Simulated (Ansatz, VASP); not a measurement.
# One calculation of InP, two programs

File INCAR:

```
PREC = Accurate
ENCUT = 520
EDIFF = 1E-6
ISMEAR = -1
SIGMA = 0.05
LREAL = F
LASPH = T
NELM = 150
ALGO = Normal
ISIF = 2
LWAVE = F
LCHARG = F
MAGMOM = 0 0 0 0 0 0
LORBIT = 11
LSORBIT = T
GGA_COMPAT = F
LORBMOM = T
GGA = CA
NBANDS = 30
```

File KPOINTS:

```
Automatic mesh
0
Gamma
  6 6 6
```

The input POSCAR:

```
InP
1.0
    0.0000000000      2.9305000000      2.9305000000
    2.9305000000      0.0000000000      2.9305000000
    2.9305000000      2.9305000000      0.0000000000
In P
1 1
Direct
    0.0000000000      0.0000000000      0.0000000000
    0.7500000000      0.7500000000      0.7500000000
```

The input input.yaml:

```yaml
crystal:
  lattice:
    - [0.0, 2.9305, 2.9305]
    - [2.9305, 0.0, 2.9305]
    - [2.9305, 2.9305, 0.0]
  atoms:
    - { symbol: In, position: [0.0, 0.0, 0.0] }
    - { symbol: P, position: [0.75, 0.75, 0.75] }
kpoints:
  mp_grid: { grid: [6, 6, 6] }
  band_path:
    path:
      - [0.0, 0.0, 0.0]
      - [0.5, 0.0, 0.5]
      - [0.5, 0.25, 0.75]
      - [0.375, 0.375, 0.75]
      - [0.0, 0.0, 0.0]
      - [0.5, 0.5, 0.5]
      - [0.625, 0.25, 0.625]
      - [0.5, 0.25, 0.75]
    npoints: 12
scf:
  occupations: { method: fermi_dirac, width: 0.05 }
hamiltonian:
  xc: lda
  pseudopotentials: { kind: all_electron, lapw: { basis_error: 0.001 } }
magnetization:
  noncollinear: true
  spin_orbit: true
output:
  forces: true
  stress: true
  eigenvalues: true
```

Alike in both runs: functional LDA; k mesh 6 × 6 × 6; occupations fermi-dirac, width 0.05 eV; non-collinear spin, spin-orbit coupling.

```csv
,VASP,Ansatz
version,VASP 6.6.1,Ansatz 0.2.0
potentials or method,"VASP PAW LDA potentials, release 64 (In_d, P)","all-electron LAPW, relativistic spinors"
plane-wave cutoff (eV),520,see its input
task,single point,band structure
```

|  | VASP | Ansatz | Ansatz less VASP |
| --- | --- | --- | --- |
| gap on the k mesh at the Fermi level (eV) | 0.48 | 0.45 | -0.030 |
| least direct gap on the mesh (eV) | 0.48 | 0.45 | -0.030 |
| pressure (GPa) | -1.2 | -1.3 | -0.05 |
| net moment per atom (μB) | 0.00 | 0.00 | 0.000 |

Ansatz ran all-electron here, so the differences hold the error of VASP's frozen core and of both bases.
